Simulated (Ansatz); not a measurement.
# BN: a sublattice displacement scan

Aim: for BN, map the energy as every B atom is pushed off its site.

Computed with Ansatz 0.2.0 (DFT r2SCAN, scalar-relativistic, plane waves, PAW, unless a step's input says otherwise).

### Step 1. Starting point

Symmetry: F-43m, No. 216, cubic system. The conventional cell has a = 3.626 Å, b = 3.626 Å, c = 3.626 Å, α = 90.00°, β = 90.00°, γ = 90.00°. B (site symmetry -43m) has 4 N at 1.57 Å in its first shell of neighbours. Around N (site symmetry -43m) lie 4 B at 1.57 Å.

Coordinates:

```cif
data_structure
_symmetry_space_group_name_H-M 'P 1'
_symmetry_Int_Tables_number 1
_cell_length_a 2.5640
_cell_length_b 2.5640
_cell_length_c 2.5640
_cell_angle_alpha 60.000
_cell_angle_beta 60.000
_cell_angle_gamma 60.000
_cell_volume 11.92
loop_
_atom_site_label
_atom_site_type_symbol
_atom_site_fract_x
_atom_site_fract_y
_atom_site_fract_z
_atom_site_occupancy
B1 B 0.00000 0.00000 0.00000 1
N1 N 0.75000 0.75000 0.75000 1
```

It goes back to an entry of the Materials Project.

No relaxation comes first: the listed cell is the starting point.

### Step 2. Zero of energy

Reference values: F = -544.0040 eV; pressure -5.16 GPa; largest force 0.000 eV/Å; gap on the mesh 4.99 eV. It was computed beforehand with the settings of the runs below.

### Step 3. The scan: a sublattice displacement scan

Every B atom is moved by x along the Cartesian unit vector (0.707, -0.707, 0.000); the cell and all other atoms stay fixed. Forces below are components along that vector, summed over the moved atoms.

### Step 4. Point x = -0.100 Å

input.yaml

```yaml
crystal:
  lattice:
    - [0.0, 1.813001, 1.813001]
    - [1.813001, 0.0, 1.813001]
    - [1.813001, 1.813001, 0.0]
  atoms:
    - { symbol: B, position: [0.0390020072, -0.0390020072, 0.0] }
    - { symbol: "N", position: [0.75, 0.75, 0.75] }
basis:
  ecutwfc: 500
kpoints:
  mp_grid: { grid: [12, 12, 12] }
hamiltonian:
  xc: r2scan
scf:
  occupations: { method: gaussian, width: 0.05 }
output:
  forces: true
  stress: true
  eigenvalues: true
  write_density: true
  write_potential: true
  elf: true
  volumetric_format: npy
```

Run with:

```console
> ansatz run input.yaml --threads 1 --pin off --max-ram 2560MiB --backend cpu --events-out ev --progress --plain --runs-dir out
```

### Step 5. x = 0.075 Å

Changes to input.yaml since step 4:

```diff
@@ -6,3 +6,3 @@
   atoms:
-    - { symbol: B, position: [0.0390020072, -0.0390020072, 0.0] }
+    - { symbol: B, position: [-0.0292515054, 0.0292515054, 0.0] }
     - { symbol: "N", position: [0.75, 0.75, 0.75] }
@@ -20,5 +20 @@
   eigenvalues: true
-  write_density: true
-  write_potential: true
-  elf: true
-  volumetric_format: npy
```

### Step 6. At x = -0.050 Å

Changes to input.yaml since step 5:

```diff
@@ -6,3 +6,3 @@
   atoms:
-    - { symbol: B, position: [-0.0292515054, 0.0292515054, 0.0] }
+    - { symbol: B, position: [0.0195010036, -0.0195010036, 0.0] }
     - { symbol: "N", position: [0.75, 0.75, 0.75] }
```

### Step 7. x = 0.025 Å

Changes to input.yaml since step 6:

```diff
@@ -6,3 +6,3 @@
   atoms:
-    - { symbol: B, position: [0.0195010036, -0.0195010036, 0.0] }
+    - { symbol: B, position: [-0.0097505018, 0.0097505018, 0.0] }
     - { symbol: "N", position: [0.75, 0.75, 0.75] }
```

### Step 8. At x = 0.087 Å

Changes to input.yaml since step 7:

```diff
@@ -6,3 +6,3 @@
   atoms:
-    - { symbol: B, position: [-0.0097505018, 0.0097505018, 0.0] }
+    - { symbol: B, position: [-0.0341267563, 0.0341267563, 0.0] }
     - { symbol: "N", position: [0.75, 0.75, 0.75] }
```

### Step 9. x = 0.062 Å

Changes to input.yaml since step 8:

```diff
@@ -6,3 +6,3 @@
   atoms:
-    - { symbol: B, position: [-0.0341267563, 0.0341267563, 0.0] }
+    - { symbol: B, position: [-0.0243762545, 0.0243762545, 0.0] }
     - { symbol: "N", position: [0.75, 0.75, 0.75] }
```

### Step 10. x = 0.037 Å

Changes to input.yaml since step 9:

```diff
@@ -6,3 +6,3 @@
   atoms:
-    - { symbol: B, position: [-0.0243762545, 0.0243762545, 0.0] }
+    - { symbol: B, position: [-0.0146257527, 0.0146257527, 0.0] }
     - { symbol: "N", position: [0.75, 0.75, 0.75] }
```

### Step 11. Point x = 0.013 Å

Changes to input.yaml since step 10:

```diff
@@ -6,3 +6,3 @@
   atoms:
-    - { symbol: B, position: [-0.0146257527, 0.0146257527, 0.0] }
+    - { symbol: B, position: [-0.0048752509, 0.0048752509, 0.0] }
     - { symbol: "N", position: [0.75, 0.75, 0.75] }
```

(Steps that only read results are left out.)

**Question.** What will these runs give?

**Answer**, as computed:

```
                                                        quantity        value
force constant along x, from the points at -0.050, 0 and 0.013 Å  23.63 eV/Å²
```

In words: The restoring force grows by 23.63 eV/Å per Å near the site. No sampled point lies below the undisturbed cell. The gap on the mesh stays between 4.05 and 4.99 eV.
